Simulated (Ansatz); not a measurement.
The calculation used DFT PBE+D3(BJ), scalar-relativistic, plane waves, PAW in Ansatz. All cells share a 420 eV cutoff and Γ-centred k meshes spaced at most about 0.3 Å⁻¹ (about 0.25 or finer for metals, 2π included). No spin polarisation.

All energies are static (0 K, no zero-point motion). Both are relaxed sheets, periodic along a and b.

Two relaxed structures of S:

A.

```cif
data_structure
_symmetry_space_group_name_H-M 'P 1'
_symmetry_Int_Tables_number 1
_cell_length_a 2.3669
_cell_length_b 2.3353
_cell_length_c 30.7300
_cell_angle_alpha 90.000
_cell_angle_beta 90.000
_cell_angle_gamma 90.000
_cell_volume 169.86
loop_
_atom_site_label
_atom_site_type_symbol
_atom_site_fract_x
_atom_site_fract_y
_atom_site_fract_z
_atom_site_occupancy
S1 S 0.50000 0.50000 0.23541 1
S2 S 0.00000 0.50000 0.35034 1
```

B.

```cif
data_structure
_symmetry_space_group_name_H-M 'P 1'
_symmetry_Int_Tables_number 1
_cell_length_a 3.2930
_cell_length_b 3.2930
_cell_length_c 34.2334
_cell_angle_alpha 90.000
_cell_angle_beta 90.000
_cell_angle_gamma 120.000
_cell_volume 321.49
loop_
_atom_site_label
_atom_site_type_symbol
_atom_site_fract_x
_atom_site_fract_y
_atom_site_fract_z
_atom_site_occupancy
S1 S 0.66667 0.33333 0.27040 1
S2 S 0.33333 0.66667 0.22487 1
S3 S 0.00000 0.00000 0.31382 1
S4 S 0.33333 0.66667 0.35935 1
```

Problem. Which is lower in energy, and by how much?

Solution. A is lower, by 261 meV/atom. A has layer group pmma (No. 41), 2.8 Å²/atom and no gap on its mesh; B has layer group p-3m1 (No. 72), 2.3 Å²/atom and no gap. Counting all near atoms (those within 1.25 times the shortest such distance or 1.15 times the sum of covalent radii, 1.27 where that leaves under three; a slash parts the counts of unlike sites), A has S 4 and B has S 3/6. Both come from invented guesses.

Cells relaxed within their symmetry can be saddle points.
